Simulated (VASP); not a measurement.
# Au (Fm-3m) in VASP: further runs

The runs below take Au through relaxation of cell and atoms, with RPBE, PBEsol, LDA.

All numbers are computed with VASP 6.6.1; they aren't measurements. Logs are shortened: lines on timing, memory, paths and dates and some standing lists are left out, and cuts for length are marked.

## 1. Starting point

Symmetry: Fm-3m, No. 225, cubic system. Conventional cell: a = 4.117 Å, b = 4.117 Å, c = 4.117 Å, α = 90.00°, β = 90.00°, γ = 90.00°. Around Au (site symmetry m-3m) lie 12 Au at 2.91 Å.

## 2. Relaxation of cell and atoms, RPBE

Input file INCAR:

```
SYSTEM = Au
PREC     = Accurate       ! precision mode
ENCUT    = 600            ! plane-wave cutoff, eV
EDIFF    = 1E-7           ! SCF threshold, eV
ISMEAR   = 0              ! smearing method
SIGMA    = 0.1            ! smearing width, eV
LREAL    = .FALSE.        ! projectors in reciprocal space
LASPH    = .TRUE.         ! aspherical terms in the spheres
NELM     = 100            ! most SCF steps
ALGO     = Fast           ! electronic algorithm
ISIF     = 3              ! what is computed and relaxed
LWAVE    = .FALSE.        ! write WAVECAR
LCHARG   = .FALSE.        ! write CHGCAR
GGA      = RP             ! functional
IBRION   = 2              ! ionic algorithm
NSW      = 90             ! ionic steps
EDIFFG   = -0.005         ! ionic threshold
```

Input file KPOINTS:

```
regular mesh
0
G
  18 18 18
  0 0 0
```

Input file POSCAR:

```
Au
1.0
    0.0000000000      2.0585000000      2.0585000000
    2.0585000000      0.0000000000      2.0585000000
    2.0585000000      2.0585000000      0.0000000000
Au
1
Direct
    0.0000000000      0.0000000000      0.0000000000
```

Potentials or basis: VASP PAW PBE potentials, release 64 (Au).

Command:

```
$ cat potpaw_PBE.64/Au/POTCAR > POTCAR
$ mpirun -np 1 vasp_std > vasp.out
```

OUTCAR:

```text
SYSTEM = Au
   PREC = Accurate
   ENCUT = 600
   EDIFF = 1E-7
   ISMEAR = 0
   LREAL = .FALSE.
   LASPH = .TRUE.
   NELM = 100
   ISIF = 3
   GGA = RP
   IBRION = 2
   NSW = 90
   EDIFFG = -0.005

 ion  position               nearest neighbor table
   1  0.000  0.000  0.000-

  LATTYP: Found a face centered cubic cell.
 ALAT       =     4.1170000000

  Lattice vectors:

 A1 = (   0.0000000000,   2.0585000000,   2.0585000000)
 A2 = (   2.0585000000,   0.0000000000,   2.0585000000)
 A3 = (   2.0585000000,   2.0585000000,   0.0000000000)

Analysis of symmetry for initial positions (statically):
=====================================================================
 Subroutine PRICEL returns:
 Original cell was already a primitive cell.

 Routine SETGRP: Setting up the symmetry group for a
 face centered cubic supercell.

 Subroutine GETGRP returns: Found 48 space group operations
 (whereof 48 operations were pure point group operations)
 out of a pool of 48 trial point group operations.

The static configuration has the point symmetry O_h .

Analysis of symmetry for dynamics (positions and initial velocities):
=====================================================================
 Subroutine PRICEL returns:
 Original cell was already a primitive cell.

 Routine SETGRP: Setting up the symmetry group for a
 face centered cubic supercell.

 Subroutine GETGRP returns: Found 48 space group operations
 (whereof 48 operations were pure point group operations)
 out of a pool of 48 trial point group operations.

The dynamic configuration has the point symmetry O_h .

 Subroutine INISYM returns: Found 48 space group operations
 (whereof 48 operations are pure point group operations),
 and found     1 'primitive' translations

----------------------------------------------------------------------------------------

                                     Primitive cell

  volume of cell :      17.4455

  direct lattice vectors                    reciprocal lattice vectors
     0.000000000  2.058500000  2.058500000    -0.242895312  0.242895312  0.242895312
     2.058500000  0.000000000  2.058500000     0.242895312 -0.242895312  0.242895312
     2.058500000  2.058500000  0.000000000     0.242895312  0.242895312 -0.242895312

  length of vectors
     2.911158618  2.911158618  2.911158618     0.420707022  0.420707022  0.420707022

[... 108 lines left out ...]
   LRPA    =     F    only Hartree local field effects (RPA)
 conjugate gradient relaxation of ions
 non-spin polarized calculation
 RMM-DIIS sequential band-by-band and
 Gauss-broadening in eV      SIGMA  =   0.10
  energy-cutoff  :      600.00
  volume of cell :       17.45
 maximum number of plane-waves:       594
   NGX = 11   NGY = 11   NGZ = 11

--------------------------------------- Ionic step        1  -------------------------------------------

 number of electron      11.0000001 magnetization

 Free energy of the ion-electron system (eV)
  ---------------------------------------------------
  ext. energy  EPLUGINS =         0.00000000
  ---------------------------------------------------
  free energy    TOTEN  =        -2.61290719 eV

  energy without entropy =       -2.61161403  energy(sigma->0) =       -2.61226061

------------------------ aborting loop because EDIFF is reached ----------------------------------------

  FORCE on cell =-STRESS in cart. coord.  units (eV):
  Direction    XX          YY          ZZ          XY          YZ          ZX
  --------------------------------------------------------------------------------------
  -------------------------------------------------------------------------------------
  Total        0.9094995      0.9094995      0.9094995      0.0000000      0.0000000     -0.0000000
  in kB       83.5276826     83.5276826     83.5276826      0.0000000      0.0000000     -0.0000000
  external PRESSURE =      83.5276826 kB  Pullay stress =       0.0000000 kB
[... 86 lines left out ...]
  FREE ENERGIE OF THE ION-ELECTRON SYSTEM (eV)
  ---------------------------------------------------
  free  energy   TOTEN  =        -2.6379025359 eV

  energy  without entropy=       -2.6366702471  energy(sigma->0) =       -2.63728639

[... ionic steps 4 to 13 ...]

--------------------------------------- Ionic step       14  -------------------------------------------

 number of electron      10.9999999 magnetization

------------------------ aborting loop because EDIFF is reached ----------------------------------------
[... 65 lines left out ...]
--------------------------------------- Ionic step       16  -------------------------------------------

 number of electron      10.9999999 magnetization

 Free energy of the ion-electron system (eV)
  ---------------------------------------------------
  ext. energy  EPLUGINS =         0.00000000
  ---------------------------------------------------
  free energy    TOTEN  =        -2.63790668 eV

  energy without entropy =       -2.63667547  energy(sigma->0) =       -2.63729108

 E-fermi :   8.2513     XC(G=0): -12.1451

 val. band max:        8.2266592509   @ k =   0.5000   0.2778   0.1111
 cond. band min:       8.2941786525   @ k =   0.5000   0.1667   0.0556
 fundamental gap:      0.0675194016
 Fermi energy:         8.2513122954

 k-point     1 :       0.0000    0.0000    0.0000
  band No.  band energies     occupation
      1      -0.6969      2.00000
      2       4.0115      2.00000
      3       4.0115      2.00000
      4       4.0115      2.00000
      5       5.3166      2.00000
      6       5.3166      2.00000
      7      22.8909      0.00000
      8      26.4587      0.00000
      9      26.4587      0.00000
[... 265 lines left out ...]
 k-point    24 :      -0.2222    0.0556    0.0000
  band No.  band energies     occupation
      1       0.9831      2.00000
      2       3.8046      2.00000
      3       4.2827      2.00000
      4       4.3116      2.00000
      5       5.2458      2.00000
      6       5.6619      2.00000
      7      19.3784      0.00000
      8      23.7159      0.00000
      9      26.0898      0.00000

 [... further k-points ...]

------------------------ aborting loop because EDIFF is reached ----------------------------------------

  FORCE on cell =-STRESS in cart. coord.  units (eV):
  Direction    XX          YY          ZZ          XY          YZ          ZX
  --------------------------------------------------------------------------------------
  -------------------------------------------------------------------------------------
  Total        0.0038480      0.0038480      0.0038480      0.0000000      0.0000000     -0.0000000
  in kB        0.3338497      0.3338497      0.3338497      0.0000000      0.0000000     -0.0000000
  external PRESSURE =       0.3338497 kB  Pullay stress =       0.0000000 kB
[... 16 lines left out ...]
  FREE ENERGIE OF THE ION-ELECTRON SYSTEM (eV)
  ---------------------------------------------------
  free  energy   TOTEN  =        -2.6379066831 eV

  energy  without entropy=       -2.6366754745  energy(sigma->0) =       -2.63729108

 reached required accuracy - stopping structural energy minimisation
```

Wall time 61 s (1 thread of Intel Xeon 6975P-C (Granite Rapids), shared host); peak memory 0.18 GiB.

What came out:

```yaml
Free_energy: -2.6379 eV
Relaxed_volume: 18.47 Å³/atom
Relaxed_cell: a = 2.967 Å, b = 2.967 Å, c = 2.967 Å, α = 60.00°, β = 60.00°, γ = 60.00°
Space_group_after_relaxing_to_0.05_Å: Fm-3m (No. 225)
Energy_gained_by_relaxing: 25.0 meV/atom
Ionic_steps: 16
Pressure_after_relaxing: 0.0 GPa
Band_gap_on_the_k_mesh: none (metal or under the smearing width)
```

The path:
```csv
step,energy change (eV),largest force (eV/Å),pressure (GPa),volume (Å³)
1,0.0000,0.0000,8.35,17.45
2,0.0076,0.0000,-6.91,19.84
3,-0.0250,0.0000,-0.09,18.49
4,-0.0250,0.0000,0.05,18.46
5,-0.0250,0.0000,0.05,18.46
6,-0.0250,0.0000,0.05,18.46
7,-0.0250,0.0000,0.05,18.46
8,-0.0250,0.0000,0.05,18.46
9,-0.0250,0.0000,0.05,18.46
10,-0.0250,0.0000,0.05,18.46
11,-0.0250,0.0000,0.05,18.46
12,-0.0250,0.0000,0.05,18.47
13,-0.0250,0.0000,0.05,18.47
14,-0.0250,0.0000,0.05,18.47
15,-0.0250,0.0000,0.05,18.47
16,-0.0250,0.0000,0.03,18.47
```

Final structure:
```cif
data_structure
_symmetry_space_group_name_H-M 'P 1'
_symmetry_Int_Tables_number 1
_cell_length_a 2.9669
_cell_length_b 2.9669
_cell_length_c 2.9669
_cell_angle_alpha 60.000
_cell_angle_beta 60.000
_cell_angle_gamma 60.000
_cell_volume 18.47
loop_
_atom_site_label
_atom_site_type_symbol
_atom_site_fract_x
_atom_site_fract_y
_atom_site_fract_z
_atom_site_occupancy
Au1 Au 0.00000 0.00000 0.00000 1
```

Caveat: the PAW data sets were made with another functional, which shifts forces and pressure a little. Zero-point motion and thermal expansion aren't in these numbers.

## 3. Relaxation of cell and atoms, PBEsol

Input file INCAR:

```
SYSTEM = Au
ALGO = Normal
EDIFF = 1E-7
EDIFFG = -0.005
ENCUT = 600
GGA = PS
IBRION = 2
ISIF = 3
ISMEAR = 0
LASPH = .TRUE.
LCHARG = .FALSE.
LREAL = .FALSE.
LWAVE = .FALSE.
NELM = 60
NSW = 90
PREC = Accurate
SIGMA = 0.1
```

Input file KPOINTS:

```
k-points
0
G
  18 18 18
  0 0 0
```

POSCAR is that of step 2.

Potentials or basis: VASP PAW PBE potentials, release 64 (Au).

Command:

```
$ cat potpaw_PBE.64/Au/POTCAR > POTCAR
$ mpirun -np 1 vasp_std > vasp.out
```

OUTCAR:

```text
SYSTEM = Au
   EDIFF = 1E-7
   EDIFFG = -0.005
   ENCUT = 600
   GGA = PS
   IBRION = 2
   ISIF = 3
   ISMEAR = 0
   LASPH = .TRUE.
   LREAL = .FALSE.
   NELM = 60
   NSW = 90
   PREC = Accurate

 ion  position               nearest neighbor table
   1  0.000  0.000  0.000-

  LATTYP: Found a face centered cubic cell.
 ALAT       =     4.1170000000

  Lattice vectors:

 A1 = (   0.0000000000,   2.0585000000,   2.0585000000)
 A2 = (   2.0585000000,   0.0000000000,   2.0585000000)
 A3 = (   2.0585000000,   2.0585000000,   0.0000000000)

Analysis of symmetry for initial positions (statically):
=====================================================================
 Subroutine PRICEL returns:
 Original cell was already a primitive cell.

 Routine SETGRP: Setting up the symmetry group for a
 face centered cubic supercell.

 Subroutine GETGRP returns: Found 48 space group operations
 (whereof 48 operations were pure point group operations)
 out of a pool of 48 trial point group operations.

The static configuration has the point symmetry O_h .

Analysis of symmetry for dynamics (positions and initial velocities):
=====================================================================
 Subroutine PRICEL returns:
 Original cell was already a primitive cell.

[... 162 lines left out ...]
  -------------------------------------------------------------------------------------
  Total       -0.4525144     -0.4525144     -0.4525144      0.0000000      0.0000000      0.0000000
  in kB      -41.5585473    -41.5585473    -41.5585473      0.0000000      0.0000000      0.0000000
  external PRESSURE =     -41.5585473 kB  Pullay stress =       0.0000000 kB
[... 22 lines left out ...]
--------------------------------------- Ionic step        2  -------------------------------------------

 number of electron      10.9999999 magnetization

 E-fermi :  10.0020     XC(G=0): -13.1390

 val. band max:        9.9825775682   @ k =   0.5000   0.1667   0.0556
 cond. band min:      10.0244375169   @ k =   0.5000   0.2778   0.1111
 fundamental gap:      0.0418599487
 Fermi energy:        10.0019684151

 k-point     1 :       0.0000    0.0000    0.0000
  band No.  band energies     occupation
      1      -0.3747      2.00000
      2       5.0943      2.00000
      3       5.0943      2.00000
      4       5.0943      2.00000
      5       6.7439      2.00000
      6       6.7439      2.00000
      7      24.4433      0.00000
      8      28.6855      0.00000
      9      28.6855      0.00000
[... 310 lines left out ...]
--------------------------------------- Ionic step        3  -------------------------------------------

 number of electron      11.0000000 magnetization

 Free energy of the ion-electron system (eV)
  ---------------------------------------------------
  ext. energy  EPLUGINS =         0.00000000
  ---------------------------------------------------
  free energy    TOTEN  =        -3.92504476 eV

  energy without entropy =       -3.92362120  energy(sigma->0) =       -3.92433298

 E-fermi :   9.2781     XC(G=0): -12.8949

 val. band max:        9.2755281843   @ k =   0.5000   0.1667   0.0556
 cond. band min:       9.2832717980   @ k =   0.5000   0.2778   0.1111
 fundamental gap:      0.0077436137
 Fermi energy:         9.2780903938

 k-point     1 :       0.0000    0.0000    0.0000
  band No.  band energies     occupation
      1      -0.6317      2.00000
      2       4.6208      2.00000
      3       4.6208      2.00000
      4       4.6208      2.00000
      5       6.1557      2.00000
      6       6.1557      2.00000
      7      23.8052      0.00000
      8      27.8100      0.00000
      9      27.8100      0.00000
[... 304 lines left out ...]
  FREE ENERGIE OF THE ION-ELECTRON SYSTEM (eV)
  ---------------------------------------------------
  free  energy   TOTEN  =        -3.9250447564 eV

  energy  without entropy=       -3.9236212010  energy(sigma->0) =       -3.92433298

 reached required accuracy - stopping structural energy minimisation
```

Run time: 20 s. Hardware: 1 thread of Intel Xeon 6975P-C (Granite Rapids), shared host; peak memory 0.18 GiB.

Results:

* Free energy: -3.9250 eV
* Relaxed volume: 17.01 Å³/atom
* Relaxed cell: a = 2.887 Å, b = 2.887 Å, c = 2.887 Å, α = 60.00°, β = 60.00°, γ = 60.00°
* Space group after relaxing (to 0.05 Å): Fm-3m (No. 225)
* Energy gained by relaxing: 5.9 meV/atom
* Ionic steps: 3
* Pressure after relaxing: 0.0 GPa
* Band gap on the k mesh: none (metal or under the smearing width)

Step by step:
| step | energy change (eV) | largest force (eV/Å) | pressure (GPa) | volume (Å³) |
| --- | --- | --- | --- | --- |
| 1 | 0.0000 | 0.0000 | -4.16 | 17.45 |
| 2 | 0.0104 | 0.0000 | 8.04 | 16.33 |
| 3 | -0.0059 | 0.0000 | -0.05 | 17.01 |

Final structure:
```
CELL_PARAMETERS angstrom
0.00000 2.04129 2.04129
2.04129 0.00000 2.04129
2.04129 2.04129 0.00000
ATOMIC_POSITIONS crystal
Au 0.00000 0.00000 0.00000
```

Levels at points of the mesh, in eV from the Fermi level:
| k point | band 3 | band 4 | band 5 | band 6 | band 7 | band 8 | band 9 |
| --- | --- | --- | --- | --- | --- | --- | --- |
| (0.00, 0.00, 0.00) | -4.66 | -4.66 | -3.12 | -3.12 | 14.53 | 18.53 | 18.53 |
| (0.50, 0.00, 0.00) | -4.69 | -1.92 | -1.92 | -1.00 | 3.09 | 13.97 | 17.13 |
| (0.50, 0.50, 0.00) | -1.96 | -1.59 | -1.59 | 0.98 | 5.79 | 9.99 | 9.99 |

Caveat: the PAW data sets were made with another functional, which shifts forces and pressure a little. Spin-orbit coupling is left out, which matters for the levels of Au.

## 4. Relaxation of cell and atoms, LDA

INCAR: that of step 3 with these lines changed.

```diff
@@ -5,3 +5,2 @@
 ENCUT = 600
-GGA = PS
 IBRION = 2
```

KPOINTS is that of step 3.

POSCAR is that of step 3.

Potentials or basis: VASP PAW LDA potentials, release 64 (Au).

Command:

```
$ cat potpaw_LDA.64/Au/POTCAR > POTCAR
$ mpirun -np 1 vasp_std > vasp.out
```

Wall time 23 s (1 thread of Intel Xeon 6975P-C (Granite Rapids), shared host); peak memory 0.17 GiB.

Results (log left out):

```
Free energy                            : -4.4462 eV
Relaxed volume                         : 16.64 Å³/atom
Relaxed cell                           : a = 2.866 Å, b = 2.866 Å, c = 2.866 Å, α = 60.00°, β = 60.00°, γ = 60.00°
Space group after relaxing (to 0.05 Å) : Fm-3m (No. 225)
Energy gained by relaxing              : 21.2 meV/atom
Ionic steps                            : 4
Pressure after relaxing                : 0.0 GPa
Band gap on the k mesh                 : none (metal or under the smearing width)
```

The path:
```tsv
step	energy change (eV)	largest force (eV/Å)	pressure (GPa)	volume (Å³)
1	0.0000	0.0000	-7.99	17.45
2	0.0520	0.0000	19.76	15.34
3	-0.0212	0.0000	-0.22	16.66
4	-0.0212	0.0000	-0.05	16.64
```

Final structure:
```
Au
1.0
     0.00000    2.02641    2.02641
     2.02641    0.00000    2.02641
     2.02641    2.02641    0.00000
Au
1
Direct
  0.00000 0.00000 0.00000
```

Levels at points of the mesh, in eV from the Fermi level:
```tsv
k point	band 3	band 4	band 5	band 6	band 7	band 8	band 9
(0.00, 0.00, 0.00)	-4.82	-4.82	-3.21	-3.21	14.47	18.56	18.56
(0.50, 0.00, 0.00)	-4.85	-1.95	-1.95	-1.09	3.20	13.93	17.22
(0.50, 0.50, 0.00)	-1.99	-1.62	-1.62	0.92	5.96	10.01	10.01
```

## 5. Overview

| level | potentials or basis | gap on the mesh (eV) | pressure (GPa) | relaxed volume (Å³/atom) |
| --- | --- | --- | --- | --- |
| RPBE | VASP PAW PBE potentials, release 64 (Au) | none | 0.0 | 18.47 |
| PBEsol | VASP PAW PBE potentials, release 64 (Au) | none | 0.0 | 17.01 |
| LDA | VASP PAW LDA potentials, release 64 (Au) | none | 0.0 | 16.64 |

Alike in all rows: task relaxation of cell and atoms; no spin polarisation; cell relaxed; k mesh 18 × 18 × 18; cutoff (eV) 600; smearing gaussian 0.1 eV.

Caveats: the PAW data sets were made with another functional, which shifts forces and pressure a little (some runs).

Total energies depend on the potentials used, so only differences within one code and one set of settings carry meaning.
